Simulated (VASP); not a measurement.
Wanted: the native input for a VASP 6.6.1 run.

```yaml
Task: relaxation of cell and atoms
Functional: LDA
Potentials_or_basis: VASP PAW LDA potentials, release 64 (Hg, Se)
Cutoff: 600 eV
k_mesh: 10 × 10 × 10
Occupations: gaussian, width 0.03 eV
Spin: no spin polarisation
Further_INCAR_settings: ALGO = Normal; EDIFF = 1e-06; IBRION = 2; EDIFFG = -0.01; NSW = 90; ISIF = 3
```

The structure of HgSe lies in POSCAR:

```
HgSe
1.0
    0.0000000000      3.0390000000      3.0390000000
    3.0390000000      0.0000000000      3.0390000000
    3.0390000000      3.0390000000      0.0000000000
Hg Se
1 1
Direct
    0.0000000000      0.0000000000      0.0000000000
    0.2500000000      0.2500000000      0.2500000000
```

These files were run (other wordings do the same):

INCAR

```
  PREC = Accurate
  ENCUT = 600
  EDIFF = 1E-6
  ISMEAR = 0
  SIGMA = 0.03
  LREAL = False
  LASPH = True
  NELM = 80
  ALGO = Normal
  ISIF = 3
  LWAVE = False
  LCHARG = False
  IBRION = 2
  NSW = 90
  EDIFFG = -0.01
```

KPOINTS

```
Automatic mesh
0
Gamma
  10 10 10
```

Potentials or basis: VASP PAW LDA potentials, release 64 (Hg, Se).

Launch:

```console
$ cat potpaw_LDA.64/Hg/POTCAR potpaw_LDA.64/Se/POTCAR > POTCAR
$ mpirun -np 1 vasp_std > vasp.out
```

Results of the run:

The relaxed volume is 28.12 Å³/atom. The relaxed cell is a = 4.300 Å, b = 4.300 Å, c = 4.300 Å, α = 60.00°, β = 60.00°, γ = 60.00° and the space group after relaxing (to 0.05 Å) is F-43m (No. 216). The energy gained by relaxing is 0.0 meV/atom. The ionic steps are 3 and the pressure after relaxing is 0.0 GPa. The band gap on the k mesh is none (metal or under the smearing width).

Run time: 33 s on 1 thread of Intel(R) Xeon(R) Platinum 8559C (Emerald Rapids), with other jobs on the host, peak memory 0.19 GiB.
